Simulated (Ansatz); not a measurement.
Runs of Ansatz 0.2.0 on Al. Symmetry: P6_3/mmc, No. 194, hexagonal system. Conventional cell: a = 2.812 Å, b = 2.812 Å, c = 4.867 Å, α = 90.00°, β = 90.00°, γ = 120.00°. Al (site symmetry -6m2) has 12 Al at 2.81 to 2.93 Å as nearest neighbours. This isn't the form of Al at room conditions, which is fcc.

```csv
task,level,k mesh,cutoff (eV),atoms under strain,q mesh,points for each segment of the path,gap on the mesh (eV),V0 of scaled cells (Å³/atom),B0 (GPa)
equation of state,r2SCAN,11 × 11 × 6,500,-,-,-,-,(a),88
elastic constants,PBEsol,10 × 10 × 6,420,relaxed,-,-,none,-,-
phonons,PBEsol,10 × 10 × 6,420,-,2 × 2 × 2,8,none,-,-
equation of state,LDA,11 × 11 × 6,420,-,-,-,-,16.01,82
```

Alike in all rows: potentials or basis Ansatz PAW; no spin polarisation; cell as given; smearing fermi-dirac 0.05 eV.

**Question.** Estimate the missing entries.

**Answer.** (a) 16.10.

Caveats: the cell was scaled at fixed shape and fractional positions, which overstates the stiffness of a crystal with free parameters, most of all of layers and chains (some runs); the PAW data sets come from PBE, with cores solved anew for the run's functional, which leaves a small shift of forces and pressure (some runs); the PAW data sets were made with another functional, which shifts forces and pressure a little (some runs); the elastic tensor has a negative eigenvalue, so either the cell is unstable as it stands or the mesh is too thin (some runs).

A gap of «none» marks a metal or a gap under the smearing width.
